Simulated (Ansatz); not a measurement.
# PbSe (PbO type): response to moved atoms and strain

Aim: move atoms of PbSe (PbO type) or strain its cell, and read the forces, the stress and the rise in energy. This structure was made by substitution into a known type, so it needn't be the compound's stable form.

Method: DFT PBEsol, scalar-relativistic, plane waves, PAW, in Ansatz 0.2.0.

## (1) Starting point

It takes space group P4/nmm (No. 129, tetragonal). Conventional cell: a = 5.244 Å, b = 5.244 Å, c = 3.995 Å, α = 90.00°, β = 90.00°, γ = 90.00°. Pb (site symmetry 4mm) is surrounded by 4 Se at 2.97 Å. Around Se (site symmetry -4m2) lie 4 Pb at 2.97 Å.

Coordinates:

```
Pb Se
1.0
     5.24429    0.00000    0.00000
     0.00000    5.24429    0.00000
     0.00000    0.00000    3.99483
Pb Se
2 2
Direct
  0.50000 0.00000 0.34655
  0.00000 0.50000 0.65345
  0.00000 0.00000 0.00000
  0.50000 0.50000 0.00000
```

This cell comes from an earlier session at PBEsol: 27.467 Å³/atom at 0.01 GPa, on a 6×6×8 mesh.

The changes: atom 1 (Pb) moved 0.05 Å along x; strain e2 = -0.02, atoms carried along.

## (2) Atom 1 (Pb) moved 0.05 Å along x

input.yaml

```yaml
crystal:
  lattice:
    - [5.2442851051, 0.0, 0.0]
    - [0.0, 5.2442851051, 0.0]
    - [0.0, 0.0, 3.994828682]
  atoms:
    - { symbol: Pb, position: [0.509534188, 0.0, 0.3465467582] }
    - { symbol: Pb, position: [0.0, 0.5, 0.6534532418] }
    - { symbol: Se, position: [0.0, 0.0, 0.0] }
    - { symbol: Se, position: [0.5, 0.5, 0.0] }
basis:
  ecutwfc: 420
  ecutrho_ratio: 4
kpoints:
  mp_grid: { grid: [6, 6, 8] }
hamiltonian:
  xc: pbesol
scf:
  occupations: { method: gaussian, width: 0.05 }
output:
  forces: true
  stress: true
  eigenvalues: true
```

Further steps of the session: Strain e2 = -0.02, atoms carried along.

**Question.** What will these runs give? Wanted: for each run, change; change of free energy; largest force; largest change of stress.

**Answer**, as computed:

| change | change of free energy (meV/atom) | largest force (eV/Å) | largest change of stress (GPa) |
| --- | --- | --- | --- |
| atom 1 (Pb) moved 0.05 Å along x | 0.46 | 0.075 | 0.16 |
| strain e2 = -0.02, atoms carried along | 3.39 | 0.142 | 1.98 |

Moving atom 1 by 0.05 Å meets a restoring force of 0.074 eV/Å along the move, a force constant of about 1.5 eV/Å². The strain e2 = -0.02 changes that stress component by +1.98 GPa (compression positive), a ratio of 99 GPa; that is a secant over a finite strain with the atoms carried along, not the elastic constant. No change lowers the energy by more than 0.5 meV/atom; other distortions weren't tried. Spin–orbit coupling is left out, though the cell holds Pb; in elements this heavy it can shift levels and gaps by tenths of an eV. No dispersion term is included, so distances between weakly bound layers or units are the least certain numbers.
